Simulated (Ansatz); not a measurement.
TiAl$_{3}$ at 35 GPa (stress–strain coefficients): relaxed-ion elastic tensor

The calculation used DFT PBE, scalar-relativistic, plane waves, PAW (Ansatz). Settings: 420 eV plane-wave cutoff, Γ-centred 12×12×12 mesh, Fermi-Dirac smearing of 0.15 eV. No spin polarisation.

The cell, relaxed at 35 GPa:
```yaml
crystal:
  lattice:
    - [3.70584, 0.00000, 0.00000]
    - [0.00000, 3.70584, 0.00000]
    - [0.00000, 0.00000, 3.70584]
  atoms:
    - { symbol: Ti, position: [0.00000, 0.00000, 0.00000] }
    - { symbol: Al, position: [0.50000, 0.50000, 0.00000] }
    - { symbol: Al, position: [0.50000, 0.00000, 0.50000] }
    - { symbol: Al, position: [0.00000, 0.50000, 0.50000] }
```

In a metal, frequencies and elastic constants depend on the k mesh and the smearing, soft modes and shear constants most. Other phases may be more stable at this pressure.

Question: Give the relaxed-ion elastic constants (GPa, Voigt order xx yy zz yz xz xy, on the axes of the cell above).

Answer:
C11 = 364.8, C12 = 163.3, C13 = 163.3, C22 = 364.8, C23 = 163.3, C33 = 364.8, C44 = 161.7, C55 = 161.7, C66 = 161.7 GPa; the others vanish.

Question: Is the crystal stable against homogeneous strain?

Answer: Yes: the least eigenvalue of the tensor is 161.7 GPa.

Question: And the moduli of a polycrystal (Hill averages)?

Answer: B = 230 GPa, G = 134 GPa, E = 336 GPa, ν = 0.26.

This form isn't the usual stable structure of the compound at low pressure.

Cost: 1 run of about 0.95 core-minutes, on Intel Xeon Platinum 8175M (Skylake/Cascade Lake) (shared hosts).